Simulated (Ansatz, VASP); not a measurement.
## One calculation of Bi2Te3 (Tellurobismuthite), two programs

```
Bi Te
1.0
     2.16336    1.24902   10.02828
    -2.16336    1.24902   10.02828
     0.00000   -2.49803   10.02828
Bi Te
2 3
Direct
  0.60000 0.60000 0.60000
  0.40000 0.40000 0.40000
  0.79050 0.79050 0.79050
  0.20950 0.20950 0.20950
  0.00000 0.00000 0.00000
```

Change from the starting cell: volume scaled by 0.96.

Alike in both runs: task single point; functional PBEsol; k mesh 7 × 7 × 7; occupations fermi-dirac, width 0.05 eV; no spin polarisation.

|  | VASP | Ansatz |
| --- | --- | --- |
| version | VASP 6.6.1 | Ansatz 0.2.0 |
| potentials or method | VASP PAW PBE potentials, release 64 (Bi_d, Te) | Ansatz PAW |
| plane-wave cutoff (eV) | 520 | 420 |
| valence electrons in the cell | 48 | 78 |

```csv
,VASP,Ansatz,Ansatz less VASP
gap on the k mesh at the Fermi level (eV),0.20,0.21,+0.011
least direct gap on the mesh (eV),0.20,0.21,+0.011
pressure (GPa),1.7,1.7,-0.02
largest component of the traceless stress (GPa),0.10,0.10,+0.003
rms of the force components (eV/Å),0.067,0.058,-0.0086
```

Atom by atom the forces differ by 0.009 eV/Å (rms over components). With one functional, cell and mesh, what is left measures potentials, basis and numerics. The two sets of potentials don't hold the same shells in valence.

Caveats: spin-orbit coupling is left out, which as a rule narrows the gap of such compounds by several tenths of an eV; the PAW data sets were made with another functional, which shifts forces and pressure a little (VASP); an odd mesh through Γ misses points on the zone boundary, where band edges often lie (VASP); odd divisions of the mesh miss points on the zone boundary, where band edges often lie, so the gap on the mesh can be too wide (Ansatz); the PAW data sets come from PBE, with cores solved anew for the run's functional, which leaves a small shift of forces and pressure (Ansatz).
